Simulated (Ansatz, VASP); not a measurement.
**C in VASP and in Ansatz**

File INCAR:

```
ALGO = Normal
EDIFF = 1E-6
ENCUT = 520
GGA = PE
ISIF = 2
ISMEAR = -1
LASPH = True
LCHARG = False
LREAL = False
LWAVE = False
NBANDS = 11
NELM = 100
PREC = Accurate
SIGMA = 0.1
```

KPOINTS

```
k-points
0
Gamma
  23 23 5
```

POSCAR

```
C
1.0
    1.7421158745      0.0000000000      0.0000000000
   -0.8710579372      1.5087166037      0.0000000000
    0.0000000000      0.0000000000      8.3062376561
C
2
Direct
    0.3333333333      0.6666666667      0.2500000000
    0.6666666667      0.3333333333      0.7500000000
```

Input for Ansatz:

```yaml
crystal:
  lattice:
    - [1.7421158745, 0.0, 0.0]
    - [-0.8710579372, 1.5087166037, 0.0]
    - [0.0, 0.0, 8.3062376561]
  atoms:
    - { symbol: C, position: [0.3333333333, 0.6666666667, 0.25] }
    - { symbol: C, position: [0.6666666667, 0.3333333333, 0.75] }
hamiltonian:
  xc: pbe
  pseudopotentials:
    kind: paw
    azcp:
      C: "pseudopotentials/C.paw.azcp"
basis:
  ecutwfc: 420
  fft_grid_basis: typed
kpoints:
  mp_grid: { grid: [23, 23, 5], shift: [0, 0, 0] }
magnetization:
  spin_polarized: false
scf:
  occupations: { method: fermi_dirac, width: 0.1 }
  lower_state_search: "off"
output:
  stress: true
```

Alike in both runs: task single point; functional PBE; k mesh 23 × 23 × 5; occupations fermi-dirac, width 0.1 eV; no spin polarisation.

|  | VASP | Ansatz |
| --- | --- | --- |
| version | VASP 6.6.1 | Ansatz 0.2.0 |
| potentials or method | VASP PAW PBE potentials, release 64 (C) | plane waves (420 eV) with PAW, scalar-relativistic |
| plane-wave cutoff (eV) | 520 | 420 |
| valence electrons in the cell | 8 | 8 |

|  | VASP | Ansatz | Ansatz less VASP |
| --- | --- | --- | --- |
| pressure (GPa) | -3.1 | -2.9 | +0.21 |
| largest component of the traceless stress (GPa) | 2.88 | 2.75 | -0.127 |

Caveats: this functional lacks dispersion, which binds the layers, so the pressure and a relaxed spacing across them are unreliable.
